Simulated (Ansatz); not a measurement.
# Ionic part of the dielectric constant of ZnS at 40 GPa, mode by mode

Level of theory: DFT PBE, scalar-relativistic, plane waves, PAW (Ansatz). Plane waves to 420 eV; Γ-centred k mesh 10×10×10; fixed occupations. No spin polarisation. Phonons by linear response, acoustic sum rule imposed.

Symmetry: F-43m, No. 216, cubic system. The conventional cell has a = 4.929 Å, b = 4.929 Å, c = 4.929 Å, α = 90.00°, β = 90.00°, γ = 90.00°. Around Zn (site symmetry -43m) lie 4 S at 2.13 Å. Around S (site symmetry -43m) lie 4 Zn at 2.13 Å.

The real crystal has changed phase below this pressure.

The primitive cell has V = 29.94 Å³ and ε∞,yy = 6.171. Each polar mode adds Δε = (4.92064×10⁷/V)·S/ν² along y, with S its oscillator strength in e²/amu, ν in cm⁻¹ and V in Å³.

Question: From these modes, find each Δε and ε0,yy.
```tsv
ν (cm⁻¹)	S_yy (e²/amu)
419.6	0.1176
```

Answer:
| ν (cm⁻¹) | Δε |
| --- | --- |
| 419.6 | 1.10 |

The sum is 1.098, so ε0,yy = 7.27; the run's tensor has 7.27.

Question: Where do the longitudinal modes lie for a wave vector along y?

Answer: At 455 cm⁻¹. The Lyddane–Sachs–Teller product Π(ν_LO/ν_TO)² = 1.18 matches ε0/ε∞ = 1.18.

Cost: 1 run of about 1.1 core-minutes, on Intel Xeon Processor @ 2.70GHz (shared hosts).

The static dielectric response is mainly electronic: the lattice adds only 1.10 to an ε∞ of 6.171. With two atoms per primitive cell, zinc blende has a single, triply degenerate polar optical mode, in which the Zn and S sublattices move against each other, so this mode carries the whole ionic term. Its contribution is modest because the compressed tetrahedral bonds resist that motion, and the squared frequency enters the denominator. The partly covalent Zn–S bond also limits the dipole created by the displacement. The same dipole sets up the macroscopic field that lifts the longitudinal mode to 455 cm⁻¹, a small shift because the electrons screen that field strongly.

The Lyddane–Sachs–Teller agreement shows that the frequencies and dielectric constants are mutually consistent, not that either is accurate. The electronic part is probably somewhat too large, since semilocal functionals usually underestimate the gap of ZnS and so overestimate its polarisability. A real polar frequency at the zone centre doesn't establish dynamical stability, which also depends on the acoustic branches and the rest of the zone.
